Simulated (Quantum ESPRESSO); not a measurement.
# Ta2N (P-3m1) in Quantum ESPRESSO: further runs, part 2 of 2

Quantum ESPRESSO 7.5. Earlier steps stand in the parts before.

### Step 3. Single point, LDA, 12.80 Å³/atom

pw.in reads:

```
&CONTROL
  calculation = 'scf'
  prefix = 'pwscf'
  outdir = './tmp'
  pseudo_dir = './pseudo'
  tstress = .true.
  disk_io = 'nowf'
/
&SYSTEM
  ibrav = 0
  nat = 3
  ntyp = 2
  ecutwfc = 56
  ecutrho = 448
  nbnd = 23
  occupations = 'smearing'
  smearing = 'fd'
  degauss = 0.00367493
/
&ELECTRONS
  conv_thr = 6d-10
  electron_maxstep = 120
  mixing_beta = 0.5
/
ATOMIC_SPECIES
Ta   180.9479 ta_lda_v1.uspp.F.UPF
N     14.0070 n_lda_v1.2.uspp.F.UPF
CELL_PARAMETERS angstrom
   3.0493158896    0.0000000000    0.0000000000
  -1.5246579448    2.6407850245    0.0000000000
   0.0000000000    0.0000000000    4.7704285953
ATOMIC_POSITIONS crystal
Ta     0.3333333333    0.6666666667    0.2547110000
Ta     0.6666666667    0.3333333333    0.7452890000
N      0.0000000000    0.0000000000    0.0000000000
K_POINTS automatic
10 10 6 0 0 0
```

Potentials or basis: GBRV 1.5 LDA.

Run with:

```sh
$ OMP_NUM_THREADS=1 mpirun -n 2 pw.x -nk 2 -in pw.in > pw.out
```

Run time: 24 s. Hardware: 2 MPI ranks of Intel Xeon Platinum 8375C at 2.90GHz (Ice Lake), shared host; peak memory 0.44 GiB.

It converged, with:

```yaml
Free_energy: -4139.0053 eV
Pressure: 3.7 GPa
Band_gap_on_the_k_mesh: none (metal or under the smearing width)
```

### Step 4. Single point, LDA, 13.08 Å³/atom

Edit pw.in of step 3 so:

```diff
@@ -28,5 +28,5 @@
 CELL_PARAMETERS angstrom
-   3.0493158896    0.0000000000    0.0000000000
-  -1.5246579448    2.6407850245    0.0000000000
-   0.0000000000    0.0000000000    4.7704285953
+   3.0707906527    0.0000000000    0.0000000000
+  -1.5353953264    2.6593827149    0.0000000000
+   0.0000000000    0.0000000000    4.8040242697
 ATOMIC_POSITIONS crystal
```

Run with:

```sh
$ OMP_NUM_THREADS=1 mpirun -n 2 pw.x -nk 2 -in pw.in > pw.out
```

It took 22 s on 2 MPI ranks of Intel Xeon Platinum 8375C at 2.90GHz (Ice Lake), shared host; peak memory 0.44 GiB.

Results (log left out):

- Free energy: -4139.0076 eV
- Pressure: -3.0 GPa
- Band gap on the k mesh: none (metal or under the smearing width)

### Step 5. Single point, LDA, 13.35 Å³/atom

Edit pw.in of step 4 so:

```diff
@@ -28,5 +28,5 @@
 CELL_PARAMETERS angstrom
-   3.0707906527    0.0000000000    0.0000000000
-  -1.5353953264    2.6593827149    0.0000000000
-   0.0000000000    0.0000000000    4.8040242697
+   3.0919691885    0.0000000000    0.0000000000
+  -1.5459845943    2.6777238649    0.0000000000
+   0.0000000000    0.0000000000    4.8371565186
 ATOMIC_POSITIONS crystal
```

Run with:

```sh
$ OMP_NUM_THREADS=1 mpirun -n 2 pw.x -nk 2 -in pw.in > pw.out
```

Run time: 22 s. Hardware: 2 MPI ranks of Intel Xeon Platinum 8375C at 2.90GHz (Ice Lake), shared host; peak memory 0.44 GiB.

The run converged. Its results:

* Free energy: -4138.9775 eV
* Pressure: -9.0 GPa
* Band gap on the k mesh: none (metal or under the smearing width)

### Step 6. Single point, LDA, 13.62 Å³/atom

Edit pw.in of step 5 so:

```diff
@@ -28,5 +28,5 @@
 CELL_PARAMETERS angstrom
-   3.0919691885    0.0000000000    0.0000000000
-  -1.5459845943    2.6777238649    0.0000000000
-   0.0000000000    0.0000000000    4.8371565186
+   3.1128615060    0.0000000000    0.0000000000
+  -1.5564307530    2.6958171426    0.0000000000
+   0.0000000000    0.0000000000    4.8698410000
 ATOMIC_POSITIONS crystal
```

Potentials or basis: GBRV 1.5 LDA.

Run with:

```sh
$ OMP_NUM_THREADS=1 mpirun -n 2 pw.x -nk 2 -in pw.in > pw.out
```

Wall time 24 s (2 MPI ranks of Intel Xeon Platinum 8375C at 2.90GHz (Ice Lake), shared host); peak memory 0.46 GiB.

It converged, with:

| Property | Result |
| --- | --- |
| Free energy | -4138.9185 eV |
| Pressure | -14.3 GPa |
| Band gap on the k mesh | none (metal or under the smearing width) |

### Step 7. Single point, LDA, 13.89 Å³/atom

Edit pw.in of step 6 so:

```diff
@@ -28,5 +28,5 @@
 CELL_PARAMETERS angstrom
-   3.1128615060    0.0000000000    0.0000000000
-  -1.5564307530    2.6958171426    0.0000000000
-   0.0000000000    0.0000000000    4.8698410000
+   3.1334770837    0.0000000000    0.0000000000
+  -1.5667385418    2.7136707566    0.0000000000
+   0.0000000000    0.0000000000    4.9020925425
 ATOMIC_POSITIONS crystal
```

Run with:

```sh
$ OMP_NUM_THREADS=1 mpirun -n 2 pw.x -nk 2 -in pw.in > pw.out
```

It took 26 s on 2 MPI ranks of Intel Xeon Platinum 8375C at 2.90GHz (Ice Lake), shared host; peak memory 0.46 GiB.

The run converged. Its results:

| Item | Value |
| --- | --- |
| Free energy | -4138.8335 eV |
| Pressure | -19.1 GPa |
| Band gap on the k mesh | none (metal or under the smearing width) |

### Step 8. Single point, LDA, 14.17 Å³/atom

Edit pw.in of step 7 so:

```diff
@@ -28,5 +28,5 @@
 CELL_PARAMETERS angstrom
-   3.1334770837    0.0000000000    0.0000000000
-  -1.5667385418    2.7136707566    0.0000000000
-   0.0000000000    0.0000000000    4.9020925425
+   3.1538249076    0.0000000000    0.0000000000
+  -1.5769124538    2.7312924890    0.0000000000
+   0.0000000000    0.0000000000    4.9339252043
 ATOMIC_POSITIONS crystal
```

Run with:

```sh
$ OMP_NUM_THREADS=1 mpirun -n 2 pw.x -nk 2 -in pw.in > pw.out
```

Wall time 26 s (2 MPI ranks of Intel Xeon Platinum 8375C at 2.90GHz (Ice Lake), shared host); peak memory 0.46 GiB.

Results (log left out):

| Property | Result |
| --- | --- |
| Free energy | -4138.7253 eV |
| Pressure | -23.4 GPa |
| Band gap on the k mesh | none (metal or under the smearing width) |

### Step 9. Single point, LDA, 14.44 Å³/atom

Edit pw.in of step 8 so:

```diff
@@ -28,5 +28,5 @@
 CELL_PARAMETERS angstrom
-   3.1538249076    0.0000000000    0.0000000000
-  -1.5769124538    2.7312924890    0.0000000000
-   0.0000000000    0.0000000000    4.9339252043
+   3.1739135059    0.0000000000    0.0000000000
+  -1.5869567530    2.7486897255    0.0000000000
+   0.0000000000    0.0000000000    4.9653523268
 ATOMIC_POSITIONS crystal
```

Potentials or basis: GBRV 1.5 LDA.

Run with:

```sh
$ OMP_NUM_THREADS=1 mpirun -n 2 pw.x -nk 2 -in pw.in > pw.out
```

Wall time 25 s (2 MPI ranks of Intel Xeon Platinum 8375C at 2.90GHz (Ice Lake), shared host); peak memory 0.48 GiB.

The run converged. Its results:

* Free energy: -4138.5965 eV
* Pressure: -27.2 GPa
* Band gap on the k mesh: none (metal or under the smearing width)

### Step 10. Equation of state, LDA

Potentials or basis: GBRV 1.5 LDA.

No new run: the results of the series are fitted here.

Results:

```
Equilibrium volume                        : 12.96 Å³/atom
Bulk modulus at fixed shape and positions : 318 GPa
Pressure derivative of the bulk modulus   : 4.4
```

Energy against volume, from the lowest point:
| volume (Å³/atom) | energy (meV/atom) |
| --- | --- |
| 12.805 | 0.78 |
| 13.077 | 0.00 |
| 13.350 | 10.02 |
| 13.622 | 29.72 |
| 13.895 | 58.05 |
| 14.167 | 94.10 |
| 14.439 | 137.02 |

Caveat: the cell was scaled at fixed shape and fractional positions, which overstates the stiffness of a crystal with free parameters, most of all of layers and chains.
